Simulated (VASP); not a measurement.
# AlN (P6_3mc) in VASP: notebook

Aim: see how the results for AlN move with the level of theory and the settings. Levels: PBE, LDA. Tasks: band structure.

Program: VASP 6.6.1. These are calculated values, not measurements. Logs are shortened: lines on timing, memory, paths and dates and some standing lists are left out, and cuts for length are marked.

**The experiment to reproduce.**

From “Self-assembly of well-separated AlN nanowires directly on sputtered metallic TiN films”, 2019, arxiv:1910.07391, for a bulk crystal of AlN at 10 K: band gap 6.034 eV (an exciton energy, a little under the gap).

The results are compared with them further down.

### 1 Starting point

Symmetry: P6_3mc, No. 186, hexagonal system. Conventional cell: a = 3.113 Å, b = 3.113 Å, c = 4.982 Å, α = 90.00°, β = 90.00°, γ = 120.00°. Al (site symmetry 3m) is surrounded by 4 N at 1.89 to 1.90 Å. Around N (site symmetry 3m) lie 4 Al at 1.89 to 1.90 Å.

### 2 Band structure, PBE

Contents of INCAR:

```
SYSTEM = AlN
ALGO = Normal ; EDIFF = 1E-6
ENCUT = 520 ; GGA = PE
ISIF = 2 ; ISMEAR = 0
KPAR = 2 ; LASPH = .True.
LCHARG = .False. ; LREAL = .False.
LWAVE = .False. ; NBANDS = 16
NELM = 80 ; PREC = Accurate
SIGMA = 0.03
```

Contents of KPOINTS:

```
k-points
0
Gamma
  12 12 6
  0 0 0
```

Contents of POSCAR:

```
AlN                                     
1.0
    3.1131018738     -0.0000000000      0.0000000000
   -1.5565509369      2.6960253073      0.0000000000
    0.0000000000      0.0000000000      4.9818131052
  Al              N             
     2     2
Direct
     0.3333333332999970    0.6666666667000030    0.9989855796533158
     0.6666666667000030    0.3333333332999970    0.4989855796533157
     0.3333333332999970    0.6666666667000030    0.3810144203466868
     0.6666666667000030    0.3333333332999970    0.8810144203466868
```

Contents of KPOINTS_OPT:

```
explicit points
258
Reciprocal
 0.0000000000  0.0000000000  0.0000000000 1
 0.0263157895  0.0000000000  0.0000000000 1
 0.0526315789  0.0000000000  0.0000000000 1
 0.0789473684  0.0000000000  0.0000000000 1
 0.1052631579  0.0000000000  0.0000000000 1
 0.1315789474  0.0000000000  0.0000000000 1
[... 250 lines left out ...]
 0.5000000000  0.0000000000  0.0277462800 1
 0.5000000000  0.0000000000 -0.0277462800 1
```

Potentials or basis: VASP PAW PBE potentials, release 64 (Al, N).

Started as:

```console
$ cat potpaw_PBE.64/Al/POTCAR potpaw_PBE.64/N/POTCAR > POTCAR
$ mpirun -np 2 vasp_std > vasp.out
```

OUTCAR:

```text
SYSTEM = AlN
   EDIFF = 1E-6
   ENCUT = 520
   GGA = PE
   ISIF = 2
   ISMEAR = 0
   LASPH = .True.
   LREAL = .False.
   NELM = 80
   PREC = Accurate

 ion  position               nearest neighbor table
   1  0.333  0.667  0.999-   4 1.89   4 1.89   4 1.89   3 1.90   2 3.07   2 3.07   2 3.07   2 3.07
                             2 3.07   2 3.07
   2  0.667  0.333  0.499-   3 1.89   3 1.89   3 1.89   4 1.90   1 3.07   1 3.07   1 3.07   1 3.07
                             1 3.07   1 3.07
   3  0.333  0.667  0.381-   2 1.89   2 1.89   2 1.89   1 1.90
   4  0.667  0.333  0.881-   1 1.89   1 1.89   1 1.89   2 1.90

  LATTYP: Found a hexagonal cell.
 ALAT       =     3.1131018738
 C/A-ratio  =     1.6002730740

  Lattice vectors:

 A1 = (   3.1131018738,   0.0000000000,   0.0000000000)
 A2 = (  -1.5565509369,   2.6960253073,   0.0000000000)
 A3 = (   0.0000000000,   0.0000000000,   4.9818131052)

Analysis of symmetry for initial positions (statically):
=====================================================================
 Subroutine PRICEL returns:
 Original cell was already a primitive cell.

 Routine SETGRP: Setting up the symmetry group for a
 hexagonal supercell.

 Subroutine GETGRP returns: Found 12 space group operations
 (whereof  6 operations were pure point group operations)
 out of a pool of 24 trial point group operations.

The static configuration has the point symmetry C_3v.
 The point group associated with its full space group is C_6v.

Analysis of symmetry for dynamics (positions and initial velocities):
=====================================================================
 Subroutine PRICEL returns:
 Original cell was already a primitive cell.

 Routine SETGRP: Setting up the symmetry group for a
 hexagonal supercell.

 Subroutine GETGRP returns: Found 12 space group operations
 (whereof  6 operations were pure point group operations)
 out of a pool of 24 trial point group operations.

The dynamic configuration has the point symmetry C_3v.
 The point group associated with its full space group is C_6v.

 Subroutine INISYM returns: Found 12 space group operations
 (whereof  6 operations are pure point group operations),
 and found     1 'primitive' translations

----------------------------------------------------------------------------------------

                                     Primitive cell

  volume of cell :      41.8124

  direct lattice vectors                    reciprocal lattice vectors
     3.113101874  0.000000000  0.000000000     0.321223025  0.185458200  0.000000000
    -1.556550937  2.696025307  0.000000000     0.000000000  0.370916400  0.000000000
     0.000000000  0.000000000  4.981813105     0.000000000  0.000000000  0.200730132

  length of vectors
     3.113101874  3.113101874  4.981813105     0.370916400  0.370916400  0.200730132

  position of ions in fractional coordinates (direct lattice)
     0.333333333  0.666666667  0.998985580
     0.666666667  0.333333333  0.498985580
     0.333333333  0.666666667  0.381014420
     0.666666667  0.333333333  0.881014420

  ion indices of the primitive-cell ions
   primitive index   ion index
                 1           1
                 2           2
                 3           3
                 4           4

----------------------------------------------------------------------------------------

 KPOINTS: k-points

Automatic generation of k-mesh.
 Grid dimensions read from file:
 generate k-points for:   12   12    6

 Generating k-lattice:

  Cartesian coordinates                     Fractional coordinates (reciprocal lattice)
     0.026768585  0.015454850  0.000000000     0.083333333 -0.000000000  0.000000000
     0.000000000  0.030909700  0.000000000     0.000000000  0.083333333  0.000000000
     0.000000000  0.000000000  0.033455022     0.000000000  0.000000000  0.166666667

  Length of vectors
     0.030909700  0.030909700  0.033455022

  Shift w.r.t. Gamma in fractional coordinates (k-lattice)
     0.000000000  0.000000000  0.000000000

 Subroutine IBZKPT returns following result:
 ===========================================

 Found     76 irreducible k-points:

 Following reciprocal coordinates:
            Coordinates               Weight
  0.000000  0.000000  0.000000      1.000000
  0.083333  0.000000  0.000000      6.000000
  0.166667  0.000000  0.000000      6.000000
  0.250000 -0.000000  0.000000      6.000000
  0.333333 -0.000000  0.000000      6.000000
  0.416667 -0.000000  0.000000      6.000000
[... 16 lines left out ...]
  0.250000 -0.000000  0.166667     12.000000
  0.333333 -0.000000  0.166667     12.000000
 [... further k-points ...]
   k-points           NKPTS =     76   k-points in BZ     NKDIM =     76   number of bands    NBANDS=     16
   number of dos      NEDOS =    301   number of ions     NIONS =      4
   total plane-waves  NPLWV =  23040
   dimension x,y,z NGX =    24 NGY =   24 NGZ =   40
   dimension x,y,z NGXF=    48 NGYF=   48 NGZF=   80
   ions per type =               2   2
   NGX,Y,Z   is equivalent  to a cutoff of  12.82, 12.82, 13.35 a.u.
   NGXF,Y,Z  is equivalent  to a cutoff of  25.63, 25.63, 26.70 a.u.
 SYSTEM =  AlN
   PREC   = accura    normal or accurate (medium, high low for compatibility)
   ISTART =      0    job   : 0-new  1-cont  2-samecut
   ICHARG =      2    charge: 1-file 2-atom 10-const
   ISPIN  =      1    spin polarized calculation?
   LNONCOLLINEAR =      F non collinear calculations
   LSORBIT =      F    spin-orbit coupling
   LASPH  =      T    aspherical Exc in radial PAW
   ENCUT  =  520.0 eV  38.22 Ry    6.18 a.u.   5.79  5.79  9.26*2*pi/ulx,y,z
   NELM   =     80;   NELMIN=  2; NELMDL= -5     # of ELM steps
   EDIFF  = 0.1E-05   stopping-criterion for ELM
   LREAL  =      F    real-space projection
   EDIFFG = 0.1E-04   stopping-criterion for IOM
   NSW    =      0    number of steps for IOM
   IBRION =     -1    ionic relax: 0-MD 1-quasi-New 2-CG
   NFREE  =      0    steps in history (QN), initial steepest desc. (CG)
   ISIF   =      2    stress and relaxation
   ISYM   =      2    0-nonsym 1-usesym 2-fastsym
   POTIM  = 0.5000    time-step for ionic-motion
   TEBEG  =    0.0;   TEEND  =   0.0 temperature during run
   PSTRESS=    0.0 pullay stress
   NELECT =      16.0000    total number of electrons
   NUPDOWN=      -1.0000    fix difference up-down
   EMIN   =  10.00;   EMAX   =-10.00  energy-range for DOS
   EFERMI =   0.00;   METHOD = LEGACY
   ISMEAR =     0;   SIGMA  =   0.03  broadening in eV -4-tet -1-fermi 0-gaus
   EFERMI_NEDOS =   21; number of points for ismear=-14 and -15
   IALGO  =     38    algorithm
   IMIX   =      4    mixing-type and parameters
     AMIX     =   0.40;   BMIX     =  1.00
     AMIX_MAG =   1.60;   BMIX_MAG =  1.00
  volume/ion in A,a.u.               =      10.45        70.54
  Fermi-wavevector in a.u.,A,eV,Ry     =   1.188538  2.246012 19.219913  1.412624
  Thomas-Fermi vector in A             =   2.324666
   LORBIT       =      0    0 simple, 1 ext, 2 COOP (PROOUT), +10 PAW based schemes
   GGA     = PE    functional components
   LHFCALC =     F    Hartree Fock is set to
   AEXX    =    0.0000 exact exchange contribution
   IVDW    =     0    specifies the selected vdW correction
   LEPSILON=     F    determine dielectric tensor
   LRPA    =     F    only Hartree local field effects (RPA)
 non-spin polarized calculation
 Gauss-broadening in eV      SIGMA  =   0.03
  energy-cutoff  :      520.00
  volume of cell :       41.81
 maximum number of plane-waves:      1152
 NGX is ok and might be reduce to    24
   NGX = 11   NGY = 11   NGZ = 19

 number of electron      15.9999997 magnetization

 Free energy of the ion-electron system (eV)
  ---------------------------------------------------
  ext. energy  EPLUGINS =         0.00000000
  ---------------------------------------------------
  free energy    TOTEN  =       -29.77276509 eV

  energy without entropy =      -29.77276509  energy(sigma->0) =      -29.77276509

 E-fermi :   6.3206     XC(G=0): -10.9058

 val. band max:        6.1513920348   @ k =   0.0000   0.0000   0.0000
 cond. band min:      10.3429270942   @ k =   0.0000   0.0000   0.0000
 fundamental gap:      4.1915350594
 Fermi energy:         6.3206022380

 k-point     1 :       0.0000    0.0000    0.0000
  band No.  band energies     occupation
      1      -9.0383      2.00000
      2      -6.8928      2.00000
      3       0.1586      2.00000
      4       5.2742      2.00000
      5       5.2742      2.00000
      6       5.9260      2.00000
[... 8 lines left out ...]
     15      19.2661      0.00000
     16      19.2661      0.00000

 k-point     2 :       0.0833    0.0000    0.0000
  band No.  band energies     occupation
      1      -8.9499      2.00000
      2      -6.8427      2.00000
      3       0.2638      2.00000
      4       4.8628      2.00000
      5       5.1576      2.00000
      6       5.5140      2.00000
[... 8 lines left out ...]
     15      19.3159      0.00000
     16      19.3419      0.00000

 k-point     3 :       0.1667    0.0000    0.0000
  band No.  band energies     occupation
      1      -8.6923      2.00000
      2      -6.7059      2.00000
      3       0.5739      2.00000
      4       3.8594      2.00000
      5       4.6408      2.00000
      6       4.8835      2.00000
[... 8 lines left out ...]
     15      18.4905      0.00000
     16      18.9322      0.00000

 k-point     4 :       0.2500   -0.0000    0.0000
  band No.  band energies     occupation
      1      -8.2912      2.00000
      2      -6.5250      2.00000
      3       1.0705      2.00000
      4       2.6888      2.00000
      5       3.6800      2.00000
      6       4.5688      2.00000
[... 8 lines left out ...]
     15      18.2428      0.00000
     16      19.4148      0.00000
[... 324 lines left out ...]
 k-point    22 :       0.1667    0.0000    0.1667
  band No.  band energies     occupation
      1      -8.5910      2.00000
      2      -6.8899      2.00000
      3       0.8740      2.00000
      4       3.9267      2.00000
      5       4.4105      2.00000
      6       4.9407      2.00000
[... 8 lines left out ...]
     15      18.6373      0.00000
     16      19.0582      0.00000

 k-point    23 :       0.2500   -0.0000    0.1667
  band No.  band energies     occupation
      1      -8.1971      2.00000
      2      -6.6790      2.00000
      3       1.2150      2.00000
      4       2.8530      2.00000
      5       3.5027      2.00000
      6       4.6351      2.00000
[... 8 lines left out ...]
     15      18.5017      0.00000
     16      19.4801      0.00000

 k-point    24 :       0.3333   -0.0000    0.1667
  band No.  band energies     occupation
      1      -7.7172      2.00000
      2      -6.4868      2.00000
      3       1.2373      2.00000
      4       2.2058      2.00000
      5       2.8107      2.00000
      6       4.3680      2.00000
[... 8 lines left out ...]
     15      18.5523      0.00000
     16      20.4287      0.00000

 [... further k-points ...]
[... 5 lines left out ...]
  --------------------------------------------------------------------------------------
  -------------------------------------------------------------------------------------
  Total        0.8651279      0.8651279      0.9148716      0.0000000      0.0000000      0.0000000
  in kB       33.1502011     33.1502011     35.0562936      0.0000000      0.0000000      0.0000000
  external PRESSURE =      33.7855653 kB  Pullay stress =       0.0000000 kB

 VOLUME and BASIS-vectors are now :
 -----------------------------------------------------------------------------
  energy-cutoff  :      520.00
  volume of cell :       41.81
      direct lattice vectors                 reciprocal lattice vectors
     3.113101874  0.000000000  0.000000000     0.321223025  0.185458200  0.000000000
    -1.556550937  2.696025307  0.000000000     0.000000000  0.370916400  0.000000000
     0.000000000  0.000000000  4.981813105     0.000000000  0.000000000  0.200730132

 POSITION                                       TOTAL-FORCE (eV/Angst)
 -----------------------------------------------------------------------------------
     -0.00000      1.79735      4.97676        -0.000000      0.000000      0.003809
      1.55655      0.89868      2.48585         0.000000     -0.000000      0.003809
     -0.00000      1.79735      1.89814        -0.000000     -0.000000     -0.003809
      1.55655      0.89868      4.38905        -0.000000      0.000000     -0.003809
 -----------------------------------------------------------------------------------
    total drift:                               -0.000000      0.000000      0.000416

  FREE ENERGIE OF THE ION-ELECTRON SYSTEM (eV)
  ---------------------------------------------------
  free  energy   TOTEN  =       -29.7727650892 eV

  energy  without entropy=      -29.7727650892  energy(sigma->0) =      -29.77276509
```

Wall time 90 s (2 MPI ranks of AMD EPYC 7R13 (Zen 3), shared host); peak memory 0.17 GiB.

What came out:

```
Free energy             : -29.7728 eV
Pressure                : 3.4 GPa
Largest force           : 0.004 eV/Å
Band gap on the k mesh  : 4.19 eV, direct
Band gap along the path : 4.19 eV, direct
```

Forces in eV/Å, atoms in the order of the input:
```
Al   0.000  0.000  0.004
Al   0.000  0.000  0.004
N    0.000  0.000 -0.004
N    0.000  0.000 -0.004
```

Levels at the corners of the path, in eV from the valence-band top:
```
point  band 6  band 7  band 8  band 9  band 10  band 11
    Γ   -0.23   -0.23    0.00    4.19     6.64    10.60
    M   -2.10   -1.78   -0.70    5.80     5.80     8.17
    M   -2.10   -1.78   -0.70    5.80     5.80     8.17
    K   -2.46   -2.39   -2.39    5.05     8.34     9.65
    K   -2.46   -2.39   -2.39    5.05     8.34     9.65
    Γ   -0.23   -0.23    0.00    4.19     6.64    10.60
    Γ   -0.23   -0.23    0.00    4.19     6.64    10.60
    A   -0.56   -0.56   -0.56    6.45     6.45    10.31
    A   -0.56   -0.56   -0.56    6.45     6.45    10.31
    L   -1.48   -1.37   -1.37    5.30     5.30     9.24
    L   -1.48   -1.37   -1.37    5.30     5.30     9.24
    H   -3.87   -0.80   -0.80    7.41     7.41     7.81
    H   -3.87   -0.80   -0.80    7.41     7.41     7.81
    A   -0.56   -0.56   -0.56    6.45     6.45    10.31
    L   -1.48   -1.37   -1.37    5.30     5.30     9.24
    M   -2.10   -1.78   -0.70    5.80     5.80     8.17
    K   -2.46   -2.39   -2.39    5.05     8.34     9.65
    H   -3.87   -0.80   -0.80    7.41     7.41     7.81
```

[end of part 1 of 2]
